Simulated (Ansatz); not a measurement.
# What strain does to GaN (wurtzite)

GaN (wurtzite), relaxed with r2SCAN in the plane-wave code Ansatz. It is hexagonal, P6_3mc (No. 186); conventional cell a = 3.183 Å, c = 5.184 Å, 11.37 Å³ an atom. Around Ga lie 4 N at 1.95 Å; around N lie 4 Ga at 1.95 Å.

The axes x, y and z are those of this cell:
```xyz
4
Lattice="3.1831 0.0000 0.0000 -1.5916 2.7567 0.0000 0.0000 0.0000 5.1836" Properties=species:S:1:pos:R:3 pbc="T T T"
Ga    0.0000    1.8378   -0.0046
Ga    1.5916    0.9189    2.5872
N     0.0000    1.8378    1.9485
N     1.5916    0.9189    4.5403
```

Unstrained: With PBE the gap is 1.934 eV and direct, at Γ. r2SCAN gives a direct gap of 2.351 eV at Γ. With HSE06 the gap is 3.199 eV and direct, at Γ. Meshes: PBE 12×12×6, r2SCAN 12×12×6, HSE06 6×6×4. Strains are changes of length per length. After each strain the atoms were relaxed again with r2SCAN within the symmetry that the strain leaves, so tilts or polar shifts that break it weren't tested; points keep the names that they have in the unstrained zone. (Simulation; spin polarisation is off.)

Changes of the least gap in eV (an overlap counts as a negative gap):
```csv
strain,volume change (%),space group,PBE,r2SCAN,HSE06,"energy rise, r2SCAN (meV/atom)"
isotropic -5.0 % on every length,-14.3,P6_3mc,+1.017,+1.068,+1.161,186.0
isotropic +2.5 % on every length,+7.7,P6_3mc,-0.490,-0.516,-0.565,36.2
uniaxial +3.0 % along z,+3.0,P6_3mc,-0.316,-0.330,-0.348,12.4
"epitaxial +1.5 % in the xy plane, free normal strain -0.71 %",+2.3,P6_3mc,-0.171,-0.180,-0.194,7.0
```

Isotropic -5.0 % on every length. HSE06: the gap goes from 3.199 to 4.360 eV (+1.161 eV); with r2SCAN the top three valence levels at Γ, grouped 2+1 from the top over 36 meV, become 2+1 over 63 meV. Stress change with r2SCAN, compression positive: xx +41.96, yy +41.96, zz +42.24 GPa. For HSE06, dE_g/d ln V = -7.5 eV over this step.

Isotropic +2.5 % on every length. HSE06: the gap goes from 3.199 to 2.634 eV (-0.565 eV); with r2SCAN the top three valence levels at Γ, grouped 2+1 from the top over 36 meV, become 2+1 over 25 meV. Stress change with r2SCAN, compression positive: xx -12.42, yy -12.42, zz -12.38 GPa. For HSE06, dE_g/d ln V = -7.6 eV over this step.

Uniaxial +3.0 % along z, other directions held. HSE06: the gap goes from 3.199 to 2.851 eV (-0.348 eV); with r2SCAN the top three valence levels at Γ, grouped 2+1 from the top over 36 meV, become 2+1 over 205 meV. Stress change with r2SCAN, compression positive: xx -2.41, yy -2.41, zz -11.41 GPa.

Epitaxial +1.5 % in the xy plane, free normal strain -0.71 %. HSE06: the gap goes from 3.199 to 3.005 eV (-0.194 eV); with r2SCAN the top three valence levels at Γ, grouped 2+1 from the top over 36 meV, become 1+2 over 86 meV. Stress change with r2SCAN, compression positive: xx -6.37, yy -6.37, zz +0.01 GPa.

The meshes of the hybrids are coarse, so their gaps aren't converged to the digits shown.

The splittings at Γ are without spin-orbit coupling, which regroups them where it is of like size or larger.
